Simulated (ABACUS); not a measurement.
# Au (Fm-3m) in ABACUS: equation of state

How stiff is Au in PBEsol, and what volume does it want? The cell is scaled to several volumes.

Program: ABACUS 3.10.1. These are calculated values, not measurements. Logs are shortened: lines on timing, memory, paths and dates and some standing lists are left out, and cuts for length are marked.

**Experimental background.**

“Exploring toroidal anvil profiles for larger sample volumes above 4 Mbar”, 2024, pmc:11102561 quotes, for a bulk crystal of Au: bulk modulus 167 GPa.

How close the calculation comes is told below.

### 1 Starting point

Symmetry: Fm-3m, No. 225, cubic system. Conventional cell: a = 4.070 Å, b = 4.070 Å, c = 4.070 Å, α = 90.00°, β = 90.00°, γ = 90.00°. Au (site symmetry m-3m) is surrounded by 12 Au at 2.88 Å.

### 2 Equation of state, PBEsol, 15.84 Å³/atom (volume scaled by 0.94)

Input file INPUT:

```
INPUT_PARAMETERS
suffix              Au
calculation         scf
basis_type          pw
pseudo_dir          ./
symmetry            1
dft_functional      pbesol
ecutwfc             76
pseudo_rcut         7
nspin               1
nbands              14
ks_solver           dav
smearing_method     fd
smearing_sigma      0.00367493
scf_thr             1e-08
scf_nmax            100
mixing_type         broyden
mixing_beta         0.7
cal_force           1
cal_stress          1
kpar                4
```

Input file STRU:

```
ATOMIC_SPECIES
Au 196.9666 Au.upf

LATTICE_CONSTANT
1.8897261246

LATTICE_VECTORS
0.0000000000 1.9934577312 1.9934577312
1.9934577312 0.0000000000 1.9934577312
1.9934577312 1.9934577312 0.0000000000

ATOMIC_POSITIONS
Direct

Au
0.0
1
0.0000000000 0.0000000000 0.0000000000 1 1 1
```

Input file KPT:

```
K_POINTS
0
Gamma
11 11 11 0 0 0
```

Potentials or basis: PseudoDojo NC SR 0.4.1 PBEsol standard, plane waves.

The run is started by

```console
$ OMP_NUM_THREADS=1 mpirun -np 4 abacus > log
```

running log:

```text
ABACUS v3.10.1

               Atomic-orbital Based Ab-initio Computation at UStc

 ------------------------------------------------------------------------------------

 READING GENERAL INFORMATION
                           global_out_dir = OUT.Au/
                           global_in_card = INPUT
                               pseudo_dir = ./
                              orbital_dir =
                                    DSIZE = 4
                                    GSIZE = 1

 READING UNITCELL INFORMATION
                                    ntype = 1
                  lattice constant (Bohr) = 1.88973
              lattice constant (Angstrom) = 1

 READING ATOM TYPE 1
                               atom label = Au
                      L=0, number of zeta = 1
                      L=1, number of zeta = 1
                      L=2, number of zeta = 1
             number of atom for this type = 1

                        TOTAL ATOM NUMBER = 1
DIRECT COORDINATES
    atom                   x                   y                   z     mag                  vx                  vy                  vz
taud_Au1            0.0000000000        0.0000000000        0.0000000000  0.0000        0.0000000000        0.0000000000        0.0000000000

                          Volume (Bohr^3) = 106.917
                             Volume (A^3) = 15.8435

 Lattice vectors: (Cartesian coordinate: in unit of a_0)
                   +0            +1.99346            +1.99346
             +1.99346                  +0            +1.99346
             +1.99346            +1.99346                  +0
 Reciprocal vectors: (Cartesian coordinate: in unit of 2 pi/a_0)
             -0.25082            +0.25082            +0.25082
             +0.25082            -0.25082            +0.25082
             +0.25082            +0.25082            -0.25082
 The esolver type has been set to : ksdft_pw

                PAO radial cut off (Bohr) = 7

 Read in pseudopotential file is Au.upf
                     pseudopotential type = NC
          exchange-correlation functional = PBESOL
                 nonlocal core correction = 1
                        valence electrons = 19
                                     lmax = 3
                           number of zeta = 4
                     number of projectors = 7
                           L of projector = 0
                           L of projector = 0
                           L of projector = 1
                           L of projector = 1
                           L of projector = 2
                           L of projector = 2
                           L of projector = 3
     initial pseudo atomic orbital number = 10

 SETUP THE ELECTRONS NUMBER
            electron number of element Au = 19
      total electron number of element Au = 19
            AUTOSET number of electrons:  = 19
                           occupied bands = 10
                                   NBANDS = 14
                                   NLOCAL = 9

%%%%%%%%%%%%%%%%%%%%%%%%%%%%%%%%%%%%%%%%%%%%%%%%%%%%%%%%%%%%%%%%%%%%%%%%%%%%%%%%%%%%%%%%%%%%%%%%%%%%%%%%%%
 Warning: the number of valence electrons in pseudopotential > 11 for Au: [Xe] 4f14 5d10 6s1
 Pseudopotentials with additional electrons can yield (more) accurate outcomes, but may be less efficient.
 If you're confident that your chosen pseudopotential is appropriate, you can safely ignore this warning.
%%%%%%%%%%%%%%%%%%%%%%%%%%%%%%%%%%%%%%%%%%%%%%%%%%%%%%%%%%%%%%%%%%%%%%%%%%%%%%%%%%%%%%%%%%%%%%%%%%%%%%%%%%

 SETUP THE PLANE WAVE BASIS
 energy cutoff for charge/potential (unit:Ry) = 304
            fft grid for charge/potential = [ 30, 30, 30 ]
                        fft grid division = [ 1, 1, 1 ]
        big fft grid for charge/potential = [ 30, 30, 30 ]
                                     nbxx = 27000
                                     nrxx = 27000

 SETUP PLANE WAVES FOR CHARGE/POTENTIAL
                    number of plane waves = 9577
                         number of sticks = 595

 PARALLEL PW FOR CHARGE/POTENTIAL
     PROC   COLUMNS(POT)             PW
        1            595           9577
 --------------- sum -------------------
        1            595           9577
                            number of |g| = 149
                                  max |g| = 27.4292
                                  min |g| = 0

----------- Double Check Mixing Parameters Begin ------------
mixing_type: broyden
mixing_beta: 0.7
mixing_gg0: 1
mixing_gg0_min: 0.1
mixing_ndim: 8
----------- Double Check Mixing Parameters End ------------

 LATTICE VECTORS: (CARTESIAN COORDINATE: IN UNIT OF A0)
                   +0            +1.99346            +1.99346
[... 29 lines left out ...]
                                   nkstot = 1331
                       right hand lattice = 1
(for reciprocal lattice: )
                             BRAVAIS TYPE = 2
                     BRAVAIS LATTICE NAME = 02. Cubic I (body-centered)
                                    ibrav = 2
                       right hand lattice = 1
(for k-lattice: )
                             BRAVAIS TYPE = 2
                     BRAVAIS LATTICE NAME = 02. Cubic I (body-centered)
                                    ibrav = 2
                       right hand lattice = 1
                        ROTATION MATRICES = 48
                               nkstot_ibz = 56
K-POINTS REDUCTION ACCORDING TO SYMMETRY
     IBZ    DIRECT_X    DIRECT_Y    DIRECT_Z  WEIGHT  ibz2bz
       1  0.00000000  0.00000000  0.00000000  0.0008       0
       2  0.09090909  0.09090909  0.09090909  0.0060       1
       3  0.18181818  0.18181818  0.18181818  0.0060       2
       4  0.27272727  0.27272727  0.27272727  0.0060       3
       5  0.36363636  0.36363636  0.36363636  0.0060       4
       6  0.45454545  0.45454545  0.45454545  0.0060       5
[... 22 lines left out ...]
      29 -0.36363636  0.36363636  0.36363636  0.0180      40
      30 -0.45454545  0.27272727  0.27272727  0.0090      41
[... 26 further k points ...]

                               nkstot now = 56
[... K-POINTS DIRECT COORDINATES: 56 rows ...]

           k-point number in this process = 14
       minimum distributed K point number = 14
[... stars of the k points ...]

[... K-POINTS CARTESIAN COORDINATES: 14 rows ...]

[... K-POINTS DIRECT COORDINATES: 14 rows ...]

 SETUP PLANE WAVES FOR WAVE FUNCTIONS
     energy cutoff for wavefunc (unit:Ry) = 76
              fft grid for wave functions = [ 30, 30, 30 ]
                    number of plane waves = 1807
                         number of sticks = 199

 PARALLEL PW FOR WAVE FUNCTIONS
     PROC   COLUMNS(POT)             PW
        1            199           1807
 --------------- sum -------------------
        1            199           1807

 SETUP NONLOCAL PSEUDOPOTENTIALS IN PLANE WAVE BASIS
 Au non-local projectors:
 projector 1 L=0
 projector 2 L=0
 projector 3 L=1
 projector 4 L=1
 projector 5 L=2
 projector 6 L=2
 projector 7 L=3
      TOTAL NUMBER OF NONLOCAL PROJECTORS = 25

 Init Non-Local PseudoPotential table :
 Init Non-Local-Pseudopotential done.

                                     npwx = 1243

 Make real space PAO into reciprocal space.
       max mesh points in Pseudopotential = 701
     dq(describe PAO in reciprocal space) = 0.01
                                    max q = 1050

 number of pseudo atomic orbitals for Au is 4
WARNING: norm of atomic wavefunction # 3 of atomic type Au is 0.999937, renormalized
WARNING: norm of atomic wavefunction # 4 of atomic type Au is 0.99798, renormalized

 -------------------------------------------
 SELF-CONSISTENT
 -------------------------------------------
                                 init_chg = atomic

 PW ALGORITHM --------------- ION=   1  ELEC=   1--------------------------------
 Notice: Threshold on eigenvalues was too large.
 hsover_error=0.19 > DRHO=0.068863
 Origin diag ethr = 0.01
 New diag ethr = 0.000362437

 Density error is 0.0690853282534
                          Error Threshold = 0.000362436756023
----------------------------------------------------------
     Energy           Rydberg                 eV
----------------------------------------------------------
 E_KohnSham     -294.8196441396      -4011.2270426305
 E_Harris       -297.8128768045      -4051.9520623126
 E_Fermi        1.7006219314         23.1381484110
----------------------------------------------------------
[... 51 lines left out ...]
 Density error is 1.86960205849e-09
                          Error Threshold = 5.68391937658e-09
----------------------------------------------------------
     Energy           Rydberg                 eV
----------------------------------------------------------
 E_KohnSham     -294.8417192632      -4011.5273900955
 E_KS(sigma->0) -294.8416283670      -4011.5261533894
 E_Harris       -294.8413104298      -4011.5218276314
 E_band         -12.9572928068       -176.2930128273
 E_one_elec     -74.0549373838       -1007.5691134535
 E_Hartree      49.2285643490        669.7889795063
 E_xc           -50.3315915815       -684.7964349170
 E_Ewald        -219.6835728545      -2988.9483478190
 E_entropy(-TS) -0.0001817924        -0.0024734123
 E_descf        0.0000000000         0.0000000000
 E_exx          0.0000000000         0.0000000000
 E_Fermi        1.6577229414         22.5544777080
----------------------------------------------------------

 charge density convergence is achieved
 final etot is -4011.5273901 eV
 EFERMI = 22.554477708 eV

 STATE ENERGY(eV) AND OCCUPATIONS    NSPIN == 1
 1/14 kpoint (Cartesian) = 0.0000 0.0000 0.0000 (1243 pws)
       1       -83.3139     0.00150263
       2       -34.4932     0.00150263
       3       -34.4932     0.00150263
       4       -34.4932     0.00150263
       5        11.8679     0.00150263
       6        17.5096     0.00150263
       7        17.5096     0.00150263
       8        17.5096     0.00150263
       9        19.2508     0.00150263
      10        19.2508     0.00150263
      11        36.9037        0.00000
      12        41.3039        0.00000
      13        41.3039        0.00000
      14        41.3039        0.00000
[... 66 lines left out ...]
       1       -83.2969      0.0120210
       2       -34.7792      0.0120210
       3       -34.5362      0.0120210
       4       -34.5362      0.0120210
       5        14.5612      0.0120210
       6        17.4816      0.0120210
       7        17.4816      0.0120210
       8        20.5604      0.0120210
       9        20.5604      0.0120210
      10        20.7524      0.0120210
      11        26.6622    2.51821e-38
      12        36.4522        0.00000
      13        40.3512        0.00000
      14        40.3512        0.00000

[... levels at 8 further k points ...]

------------------------------------------------------------------------------------------
 TOTAL-FORCE (eV/Angstrom)
------------------------------------------------------------------------------------------
                       Au1         0.0000000000         0.0000000000         0.0000000000
------------------------------------------------------------------------------------------

----------------------------------------------------------------
 TOTAL-STRESS (KBAR)
----------------------------------------------------------------
       148.0108471889        -0.0000000000         0.0000000000
        -0.0000000000       148.0108471889         0.0000000000
        -0.0000000000         0.0000000000       148.0108471889
----------------------------------------------------------------
 TOTAL-PRESSURE: 148.010847 KBAR

 --------------------------------------------
 !FINAL_ETOT_IS -4011.5273900955266981 eV
 --------------------------------------------
```

Wall time 5.9 s (4 MPI ranks of AMD EPYC 7R43 (Zen 3), shared host); peak memory 0.24 GiB.

What came out:

| Quantity | Value |
| --- | --- |
| Free energy | -4011.5274 eV |
| Pressure | 14.8 GPa |
| Band gap on the k mesh | none (metal or under the smearing width) |

### 3 Equation of state, PBEsol, 16.18 Å³/atom (volume scaled by 0.96)

INPUT is that of step 2.

Input file STRU:

```
ATOMIC_SPECIES
Au 196.9666 Au.upf

LATTICE_CONSTANT
1.8897261246

LATTICE_VECTORS
0.0000000000 2.0074966285 2.0074966285
2.0074966285 0.0000000000 2.0074966285
2.0074966285 2.0074966285 0.0000000000

ATOMIC_POSITIONS
Direct

Au
0.0
1
0.0000000000 0.0000000000 0.0000000000 1 1 1
```

KPT is that of step 2.

Potentials or basis: PseudoDojo NC SR 0.4.1 PBEsol standard, plane waves.

The run is started by

```console
$ OMP_NUM_THREADS=1 mpirun -np 4 abacus > log
```

It took 6.3 s on 4 MPI ranks of AMD EPYC 7R43 (Zen 3), shared host; peak memory 0.24 GiB.

Results (log left out):

- Free energy: -4011.5530 eV
- Pressure: 9.7 GPa
- Band gap on the k mesh: none (metal or under the smearing width)

### 4 Equation of state, PBEsol, 16.52 Å³/atom (volume scaled by 0.98)

INPUT is that of step 3.

Input file STRU:

```
ATOMIC_SPECIES
Au 196.9666 Au.upf

LATTICE_CONSTANT
1.8897261246

LATTICE_VECTORS
0.0000000000 2.0213418704 2.0213418704
2.0213418704 0.0000000000 2.0213418704
2.0213418704 2.0213418704 0.0000000000

ATOMIC_POSITIONS
Direct

Au
0.0
1
0.0000000000 0.0000000000 0.0000000000 1 1 1
```

KPT is that of step 3.

The run is started by

```console
$ OMP_NUM_THREADS=1 mpirun -np 4 abacus > log
```

Wall time 6.1 s (4 MPI ranks of AMD EPYC 7R43 (Zen 3), shared host); peak memory 0.2 GiB.

Results (log left out):

| Quantity | Value |
| --- | --- |
| Free energy | -4011.5685 eV |
| Pressure | 5.2 GPa |
| Band gap on the k mesh | none (metal or under the smearing width) |

### 5 Equation of state, PBEsol, 16.85 Å³/atom

INPUT is that of step 4.

Input file STRU:

```
ATOMIC_SPECIES
Au 196.9666 Au.upf

LATTICE_CONSTANT
1.8897261246

LATTICE_VECTORS
0.0000000000 2.0350000000 2.0350000000
2.0350000000 0.0000000000 2.0350000000
2.0350000000 2.0350000000 0.0000000000

ATOMIC_POSITIONS
Direct

Au
0.0
1
0.0000000000 0.0000000000 0.0000000000 1 1 1
```

KPT is that of step 4.

The run is started by

```console
$ OMP_NUM_THREADS=1 mpirun -np 4 abacus > log
```

It took 4.6 s on 4 MPI ranks of AMD EPYC 7R43 (Zen 3), shared host; peak memory 0.24 GiB.

The run converged. Its results:

```
Free energy            : -4011.5752 eV
Pressure               : 1.3 GPa
Band gap on the k mesh : none (metal or under the smearing width)
```

### 6 Equation of state, PBEsol, 17.19 Å³/atom (volume scaled by 1.02)

INPUT is that of step 5.

Input file STRU:

```
ATOMIC_SPECIES
Au 196.9666 Au.upf

LATTICE_CONSTANT
1.8897261246

LATTICE_VECTORS
0.0000000000 2.0484772140 2.0484772140
2.0484772140 0.0000000000 2.0484772140
2.0484772140 2.0484772140 0.0000000000

ATOMIC_POSITIONS
Direct

Au
0.0
1
0.0000000000 0.0000000000 0.0000000000 1 1 1
```

KPT is that of step 5.

Potentials or basis: PseudoDojo NC SR 0.4.1 PBEsol standard, plane waves.

The run is started by

```console
$ OMP_NUM_THREADS=1 mpirun -np 4 abacus > log
```

Wall time 4.6 s (4 MPI ranks of AMD EPYC 7R43 (Zen 3), shared host); peak memory 0.24 GiB.

The run converged. Its results:

```yaml
Free_energy: -4011.5742 eV
Pressure: -2.1 GPa
Band_gap_on_the_k_mesh: none (metal or under the smearing width)
```

[end of part 1 of 2]
